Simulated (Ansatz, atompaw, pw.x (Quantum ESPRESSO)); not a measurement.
## N (Z = 7): one change to the PAW (atompaw) potential, in the atom and in the fcc crystal

nitrogen (N), PAW, made with atompaw 4.2.0.5 (LDA (PW92), scalar-relativistic). Core [He], reference 2s2 2p3. Waves: 2s (bound): rc 1.10 bohr; 2s channel at 0.75 Ry: rc 1.10 bohr; 2p (bound): rc 2.20 bohr; 2p channel at 3.95 Ry: rc 2.20 bohr. Local part: troulliermartins scheme with l = 2 at 0.5 Ry, radius 1.85 bohr. Core correction: smooth core density matched at 2.05 bohr. Augmentation charge: besselshape compensation charge, radius 1.95 bohr; PAW radius 2.20 bohr; waves and projectors: custom rrkj gramschmidtortho.

Change: wave 2p channel at 3.95 Ry: rc 2.20 bohr becomes 2p channel at 1.98 Ry: rc 2.20 bohr.

Cutoffs, loose and tight: the cutoffs (Ry, on a coarse ladder) from which the occupation-weighted sum of valence levels, in a spherical-Bessel basis at the reference potential, stays within 10 and 1 mRy of its value at 400 Ry. They see the waves, projectors and local potential, not the compensation charge or the core.

Crystal test: fcc N in pw.x 7.5, no spin, 18³ k-points, Fermi–Dirac smearing 0.01 Ry, cutoffs set for each file from its atomic test. The reference is all-electron LAPW (Ansatz 0.2.0) with the same functional, mesh and smearing; V0 and B0 come from Birch–Murnaghan fits to the pressures at five volumes. Errors are pseudo minus all-electron; Δ is the rms difference of the E(V) curves that follow from these fits, minima aligned, over ±6 % about the mean V0. Mesh and smearing are coarse, so the numbers serve the comparison and aren't converged zero-temperature values; the lattice is a test structure that the element need not adopt. Spin polarisation is left out.

All-electron: a0 = 3.046 Å (V0 = 7.06 Å³/atom), B0 = 220.9 GPa.

Problem. Does the change bring the crystal closer to the all-electron result?

Solution. The mean pressure error goes from +0.47 to -2.02 GPa, so the change moves the solid further from the all-electron pressures.

```json
{"quantity": "outcome (atom)", "base": "generated", "changed": "generated"}
{"quantity": "cutoff, loose (atom)", "base": "15 Ry", "changed": "15 Ry"}
{"quantity": "cutoff, tight (atom)", "base": "21 Ry", "changed": "21 Ry"}
{"quantity": "bound ghosts (atom)", "base": "none", "changed": "none"}
{"quantity": "cutoffs in pw.x (Ry)", "base": "40/400", "changed": "40/400"}
{"quantity": "a0 (Å)", "base": "3.048", "changed": "3.036"}
{"quantity": "a0 error (%)", "base": "+0.07", "changed": "-0.31"}
{"quantity": "B0 error (%)", "base": "-0.0", "changed": "+0.8"}
{"quantity": "Δ (meV/atom)", "base": "0.7", "changed": "3.1"}
{"quantity": "mean pressure error (GPa)", "base": "+0.47", "changed": "-2.02"}
```

Base: The largest radius (2.20 bohr) exceeds half the bond length (2.04 bohr), so the spheres overlap, which is one possible source of error among others. Changed file: The largest radius (2.20 bohr) exceeds half the bond length (2.04 bohr), so the spheres overlap, which is one possible source of error among others.
